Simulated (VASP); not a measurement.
**VASP inputs for C (strained diamond)**

INCAR

```
NSW = 0
EDIFF = 1E-7
ENCUT = 520
LELF = .TRUE.
METAGGA = R2SCAN
NBANDS = 11
LREAL = .FALSE.
ISIF = 2
LCHARG = .TRUE.
LWAVE = .FALSE.
IBRION = -1
SIGMA = 0.01
ISMEAR = 0
NELM = 120
PREC = Accurate
ALGO = Normal
LASPH = .TRUE.
```

KPOINTS

```
KPOINTS created by Atomic Simulation Environment
0
Gamma
12 12 12
0 0 0
```

KPOINTS_OPT

```
special points
7
Reciprocal
0.0000000000 0.0000000000 0.0000000000 1
0.5000000000 0.0000000000 0.5000000000 1
0.6250000000 0.2500000000 0.6250000000 1
0.3750000000 0.3750000000 0.7500000000 1
0.5000000000 0.5000000000 0.5000000000 1
0.5000000000 0.2500000000 0.7500000000 1
0.0000000000 0.3684900000 0.3684900000 1
```

POSCAR

```
C
 1.0000000000000000
     0.0000000000000000    1.7267204183000000    1.7920512418000001
     1.7267204183000000    0.0000000000000000    1.7920512418000001
     1.7267204183000000    1.7267204183000000    0.0000000000000000
 C
   2
Cartesian
  0.0000000000000000  0.0000000000000000  0.0000000000000000
  0.8633602091499999  0.8633602091499999  0.8960256208999998
```

VASP ran with the recommended PBE PAW datasets (8 valence electrons in the cell).

**Question.** Estimate the main results of this run.

**Answer.** gap between bands v and c 3.94 eV; least direct gap 5.63 eV; pressure 28.4 GPa.

Band v is the last that the valence electrons fill when counted band by band, and c is the next. Levels in eV from the top of v:

| point | v−1 | v | c | c+1 |
| --- | --- | --- | --- | --- |
| Γ | 0.00 | 0.00 | 5.63 | 5.63 |
| X | -7.44 | -7.44 | 4.61 | 4.61 |
| K | -10.57 | -5.80 | 6.56 | 12.34 |
| L | -3.73 | -2.97 | 8.32 | 9.10 |
| W | -9.45 | -9.45 | 11.55 | 11.55 |
